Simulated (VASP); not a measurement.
**ZnS in VASP: one cell, several levels of theory**

What does VASP give for zincblende ZnS, under -1.0 % strain along z alone, the cell held fixed? Runs: PBE, r2SCAN. The results are then set beside those of Ansatz 0.2.0 for the same cell.

The runs shown are made with VASP 6.6.1. PAW datasets, plane waves. Calculated at 0 K for a non-magnetic cell.

## (1) The system as given

The cell comes from an earlier relaxation with r2SCAN in another program, then strained, with the atoms relaxed again.

The symmetry is I-4m2 (No. 119, tetragonal); conventional cell a = 3.810 Å, c = 5.334 Å, 19.36 Å³ an atom. Around Zn lie 4 S at 2.33 Å; around S lie 4 Zn at 2.33 Å.

The structure in full:

Space group I-4m2 (No. 119). a = 3.810 Å, b = 3.810 Å, c = 5.334 Å, α = 90.00°, β = 90.00°, γ = 90.00°
```
atom  site  symmetry       x       y       z
  Zn    2a      -4m2  0.0000  0.0000  0.0000
   S    2c      -4m2  0.0000  0.5000  0.2500
```

## (2) PBE

INCAR reads:

```
ENCUT = 520.000000
SIGMA = 0.020000
EDIFF = 1.00e-07
GGA = PE
PREC = Accurate
IBRION = -1
ISIF = 2
ISMEAR = -1
NBANDS = 16
NELM = 120
NSW = 0
LASPH = .TRUE.
LCHARG = .FALSE.
LWAVE = .FALSE.
LREAL = .FALSE.
```

KPOINTS reads:

```
KPOINTS created by Atomic Simulation Environment
0
Gamma
8 8 8
0 0 0
```

KPOINTS_OPT reads:

```
special points
6
Reciprocal
0.0000000000 0.0000000000 0.0000000000 1
-0.5000000000 -0.5000000000 0.0000000000 1
-0.3750000000 -0.3750000000 0.2500000000 1
-0.3750000000 0.0000000000 0.3750000000 1
0.0000000000 0.0000000000 0.5000000000 1
-0.5000000000 -0.2500000000 0.2500000000 1
```

POSCAR reads:

```
Zn S
 1.0000000000000000
     0.0000000000000000    2.6940858314999998    2.6671449732000001
     2.6940858314999998    0.0000000000000000    2.6671449732000001
     2.6940858314999998    2.6940858314999998    0.0000000000000000
 Zn  S
   1   1
Cartesian
  0.0000000000000000  0.0000000000000000  0.0000000000000000
  1.3470429157499999  1.3470429157499999  1.3335724865999998
```

The run uses the recommended PBE PAW datasets (18 valence electrons a neutral cell).

Command:

```sh
mpirun -np 1 vasp_std
```

Printed to the terminal (iteration lines stand in OSZICAR):

```text
POSCAR found type information on POSCAR ZnS
 POSCAR found :  2 types and       2 ions
 LDA part: xc-table for (Slater+PW92), standard interpolation
 POSCAR, INCAR and KPOINTS ok, starting setup
 FFT: planning ... GRIDC
 FFT: planning ... GRID_SOFT
 FFT: planning ... GRID
 WAVECAR not read
 entering main loop
 Start KPOINTS_OPT (optional k-point list driver)
k-point batch [1-6\6]
```

OSZICAR:

```text
N       E                     dE             d eps       ncg     rms          rms(c)
DAV:   1     0.889811545598E+02    0.88981E+02   -0.90390E+03  1896   0.137E+03
DAV:   2    -0.152124458553E+01   -0.90502E+02   -0.85119E+02  2176   0.260E+02
DAV:   3    -0.720420532484E+01   -0.56830E+01   -0.56568E+01  2336   0.637E+01
DAV:   4    -0.726280188324E+01   -0.58597E-01   -0.58583E-01  2352   0.666E+00
DAV:   5    -0.726347696077E+01   -0.67508E-03   -0.67506E-03  2416   0.689E-01    0.712E+00
DAV:   6    -0.685649672466E+01    0.40698E+00   -0.73671E-01  2808   0.303E+01    0.555E+00
DAV:   7    -0.683548661042E+01    0.21010E-01   -0.25695E-01  2344   0.462E+00    0.280E+00
DAV:   8    -0.683474670116E+01    0.73991E-03   -0.52681E-03  2424   0.936E-01    0.734E-01
DAV:   9    -0.683496450260E+01   -0.21780E-03   -0.13026E-03  2352   0.286E-01    0.960E-02
DAV:  10    -0.683513089187E+01   -0.16639E-03   -0.22657E-04  2312   0.115E-01    0.381E-02
DAV:  11    -0.683512322746E+01    0.76644E-05   -0.29290E-05  2296   0.493E-02    0.780E-03
DAV:  12    -0.683512357635E+01   -0.34889E-06   -0.29316E-06  2392   0.153E-02    0.387E-03
DAV:  13    -0.683512393242E+01   -0.35607E-06   -0.69367E-07  2320   0.521E-03    0.251E-03
DAV:  14    -0.683512387964E+01    0.52783E-07   -0.25748E-08  2056   0.301E-03
   1 F= -.68351239E+01 E0= -.68351239E+01  d E =-.141554E-10
       N       E                     dE             ncg
DAV:   1     0.144556401394E+04   -0.33335E+04      192
DAV:   2     0.885816278679E+03   -0.55975E+03      232
DAV:   3     0.854063919601E+03   -0.31752E+02      272
DAV:   4     0.853779758555E+03   -0.28416E+00      224
DAV:   5     0.853776548323E+03   -0.32102E-02      264
DAV:   6     0.853776490237E+03   -0.58086E-04      216
DAV:   7     0.853776488987E+03   -0.12500E-05      272
DAV:   8     0.853776488961E+03   -0.25734E-07      168
```

The lines after F= are the extra pass for the points of KPOINTS_OPT, at fixed density; their E is not a total energy.

From OUTCAR:

```text
k-points           NKPTS =     59   k-points in BZ     NKDIM =     59   number of bands    NBANDS=     16

   NELECT =      18.0000    total number of electrons

   dimension x,y,z NGX =    28 NGY =   28 NGZ =   28
   dimension x,y,z NGXF=    56 NGYF=   56 NGZF=   56

  energy-cutoff  :      520.00
  volume of cell :       38.72
      direct lattice vectors                 reciprocal lattice vectors
     0.000000000  2.694085831  2.667144973    -0.185591711  0.185591711  0.187466375
     2.694085831  0.000000000  2.667144973     0.185591711 -0.185591711  0.187466375
     2.694085831  2.694085831  0.000000000     0.185591711  0.185591711 -0.187466375

 k-points in reciprocal lattice and weights: KPOINTS created by Atomic Simulation Env
   0.00000000  0.00000000  0.00000000       0.002
   0.12500000  0.00000000  0.00000000       0.016
   0.25000000  0.00000000  0.00000000       0.016
   0.37500000  0.00000000  0.00000000       0.016
   0.50000000  0.00000000  0.00000000       0.008
   0.12500000  0.12500000  0.00000000       0.004
   0.25000000  0.12500000  0.00000000       0.016
   0.37500000  0.12500000  0.00000000       0.016
[... 51 more k-points ...]

 E-fermi :   2.6845

 k-point     1 :       0.0000    0.0000    0.0000
  band No.  band energies     occupation
      1     -10.9887      2.00000
      2      -4.1330      2.00000
      3      -4.1330      2.00000
      4      -4.1270      2.00000
      5      -3.6119      2.00000
      6      -3.6087      2.00000
      7       2.2729      2.00000
      8       2.2729      2.00000
      9       2.3078      2.00000
     10       4.4820      0.00000
     11       8.6677      0.00000
     12       8.6677      0.00000
     13       8.6692      0.00000
     14      13.9851      0.00000
     15      14.1413      0.00000
     16      14.2716      0.00000

 k-point     2 :       0.1250    0.0000    0.0000
  band No.  band energies     occupation
      1     -10.8681      2.00000
      2      -4.1318      2.00000
      3      -4.1114      2.00000
      4      -4.1066      2.00000
      5      -3.6133      2.00000
      6      -3.6108      2.00000
      7       1.1579      2.00000
      8       2.1177      2.00000
      9       2.1467      2.00000
     10       5.2984      0.00000
     11       8.5878      0.00000
     12       8.9241      0.00000
     13       8.9336      0.00000
     14      13.4046      0.00000
     15      13.5306      0.00000
     16      15.0465      0.00000

 k-point     3 :       0.2500    0.0000    0.0000
  band No.  band energies     occupation
      1     -10.5523      2.00000
      2      -4.0882      2.00000
      3      -4.0643      2.00000
      4      -4.0579      2.00000
      5      -3.6089      2.00000
      6      -3.6086      2.00000
      7      -0.5920      2.00000
      8       1.7805      2.00000
      9       1.8211      2.00000
     10       5.8172      0.00000
     11       9.2506      0.00000
     12       9.2818      0.00000
     13       9.3502      0.00000
     14      13.2477      0.00000
     15      13.2922      0.00000
     16      14.5538      0.00000

 k-point     4 :       0.3750    0.0000    0.0000
  band No.  band energies     occupation
      1     -10.1924      2.00000
      2      -4.0274      2.00000
      3      -4.0197      2.00000
      4      -3.8711      2.00000
      5      -3.5922      2.00000
      6      -3.5897      2.00000
      7      -2.1482      2.00000
      8       1.4804      2.00000
      9       1.5315      2.00000
     10       5.7146      0.00000
     11       9.2461      0.00000
     12       9.3269      0.00000
     13      10.6276      0.00000
     14      14.1829      0.00000
     15      14.4001      0.00000
     16      14.4171      0.00000

 k-point     5 :       0.5000    0.0000    0.0000
  band No.  band energies     occupation
      1     -10.0265      2.00000
      2      -4.0159      2.00000
      3      -4.0073      2.00000
      4      -3.5807      2.00000
      5      -3.5764      2.00000
      6      -3.4027      2.00000
      7      -3.1302      2.00000
      8       1.3638      2.00000
      9       1.4191      2.00000
     10       5.6309      0.00000
     11       9.1564      0.00000
     12       9.2467      0.00000
     13      11.2333      0.00000
     14      14.5393      0.00000
     15      15.7006      0.00000
     16      15.7814      0.00000

 k-point     6 :       0.1250    0.1250    0.0000
  band No.  band energies     occupation
      1     -10.8259      2.00000
      2      -4.1500      2.00000
      3      -4.0928      2.00000
      4      -4.0928      2.00000
      5      -3.6259      2.00000
      6      -3.5998      2.00000
      7       1.2357      2.00000
      8       1.8459      2.00000
      9       1.8459      2.00000
     10       5.6750      0.00000
     11       7.9381      0.00000
     12       9.3121      0.00000
     13       9.3121      0.00000
     14      12.4678      0.00000
     15      14.1919      0.00000
     16      15.6065      0.00000

 k-point     7 :       0.2500    0.1250    0.0000
  band No.  band energies     occupation
      1     -10.5729      2.00000
      2      -4.1448      2.00000
      3      -4.0427      2.00000
      4      -4.0410      2.00000
      5      -3.6342      2.00000
      6      -3.5883      2.00000
      7      -0.0945      2.00000
      8       1.4506      2.00000
      9       1.5575      2.00000
     10       6.3919      0.00000
     11       7.8307      0.00000
     12       9.7309      0.00000
     13       9.8754      0.00000
     14      12.0759      0.00000
     15      14.2075      0.00000
     16      16.0337      0.00000

 k-point     8 :       0.3750    0.1250    0.0000
  band No.  band energies     occupation
      1     -10.2220      2.00000
      2      -4.0592      2.00000
      3      -3.9983      2.00000
      4      -3.9442      2.00000
      5      -3.6072      2.00000
      6      -3.5745      2.00000
      7      -1.6233      2.00000
      8       1.1439      2.00000
      9       1.1667      2.00000
     10       6.4053      0.00000
     11       8.5938      0.00000
     12       9.9053      0.00000
     13       9.9443      0.00000
     14      13.2681      0.00000
     15      15.0369      0.00000
     16      15.4435      0.00000

[... the tables of k-points 9 to 59 left out ...]

  Total        0.7598931      0.7598931      0.8532052      0.0000000      0.0000000      0.0000000
  in kB       31.4458703     31.4458703     35.3073090      0.0000000      0.0000000      0.0000000
  external PRESSURE =      32.7330165 kB  Pullay stress =       0.0000000 kB

 POSITION                                       TOTAL-FORCE (eV/Angst)
 -----------------------------------------------------------------------------------
      0.00000      0.00000      0.00000        -0.000000      0.000000      0.000000
      1.34704      1.34704      1.33357         0.000000     -0.000000     -0.000000
 -----------------------------------------------------------------------------------
    total drift:                                0.000001      0.000001      0.000001

  FREE ENERGIE OF THE ION-ELECTRON SYSTEM (eV)
  ---------------------------------------------------
  free  energy   TOTEN  =        -6.8351238796 eV

  energy  without entropy=       -6.8351238796  energy(sigma->0) =       -6.83512388
```

Hardware: 1 MPI rank of Intel Xeon Platinum 8488C, shared host.

The levels at the points of KPOINTS_OPT are read from vasprun.xml.

Near the gap, in eV above the top of the last filled band v; c is the band after it:

```
point    v−1      v     c   c+1
    Γ  -0.03   0.00  2.17  6.36
    X  -2.35  -2.35  3.31  3.98
    U  -3.22  -1.92  4.04  5.94
    K  -3.23  -1.87  4.12  6.01
    L  -0.94  -0.89  3.32  6.85
    W  -2.86  -2.81  5.65  6.08
```

Gap with PBE: 2.17 eV, direct (Γ). The pressure is 3.27 GPa; the forces vanish within 0.01 eV/Å.

[end of part 1 of 2]
